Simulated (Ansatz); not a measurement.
MgS (zincblende) under strain

Zincblende MgS, relaxed with r2SCAN in Ansatz 0.2.0. Space group F-43m (No. 216), cubic; conventional cell a = 5.662 Å, 22.69 Å³ an atom. Mg is surrounded by 4 S at 2.45 Å; S is surrounded by 4 Mg at 2.45 Å.

The axes x, y and z are those of this cell:
```yaml
crystal:
  lattice:
    - [0.00000, 2.83088, 2.83088]
    - [2.83088, 0.00000, 2.83088]
    - [2.83088, 2.83088, 0.00000]
  atoms:
    - { symbol: Mg, position: [0.00000, 0.00000, 0.00000] }
    - { symbol: S, position: [0.25000, 0.25000, 0.25000] }
```

Unstrained: With PBE the gap is 3.466 eV and direct, at Γ. With r2SCAN the gap is 4.142 eV and direct, at Γ. HSE06 gives a direct gap of 4.528 eV at Γ. Meshes: PBE 8×8×8, r2SCAN 8×8×8, HSE06 6×6×6. Strains are changes of length per length. After each strain the atoms were relaxed again with r2SCAN within the symmetry that the strain leaves, so tilts or polar shifts that break it weren't tested; points keep the names that they have in the unstrained zone. These are computed values for a spin-unpolarised cell that may be hypothetical; none is a measurement.

Changes of the least gap in eV (an overlap counts as a negative gap):
```
                                                                    strain  volume change (%)  space group     PBE  r2SCAN   HSE06  energy rise, r2SCAN (meV/atom)
                                         isotropic -2.29 % on every length               -6.7        F-43m  +0.354  +0.120  +0.278                            21.6
                                                  uniaxial -1.33 % along x               -1.3        I-4m2  +0.043  +0.047  +0.047                             1.0
epitaxial +2.54 % in the plane normal to [111], free normal strain -1.87 %               +3.2          R3m  -0.333  -0.353  -0.352                             9.9
```

Isotropic -2.29 % on every length. HSE06: the gap goes from 4.528 to 4.806 eV (+0.278 eV); it turns from direct (Γ) to indirect (Γ → X). Stress change with r2SCAN, compression positive: xx +4.79, yy +4.79, zz +4.79 GPa.

Uniaxial -1.33 % along x, other directions held. HSE06: the gap goes from 4.528 to 4.575 eV (+0.047 eV); with r2SCAN the top three valence levels at Γ, degenerate before, become 1+2 from the top over 36 meV. Stress change with r2SCAN, compression positive: xx +1.01, yy +0.73, zz +0.73 GPa.

Epitaxial +2.54 % in the plane normal to [111], free normal strain -1.87 %. HSE06: the gap goes from 4.528 to 4.176 eV (-0.352 eV); with r2SCAN the top three valence levels at Γ, degenerate before, become 1+2 from the top over 233 meV. Stress change with r2SCAN, compression positive: xx -1.80, yy -1.80, zz -1.80, xy +0.90, xz +0.90, yz +0.90 GPa.

The meshes of the hybrids are coarse, so their gaps aren't converged to the digits shown.

The splittings at Γ are without spin-orbit coupling, which regroups them where it is of like size or larger.
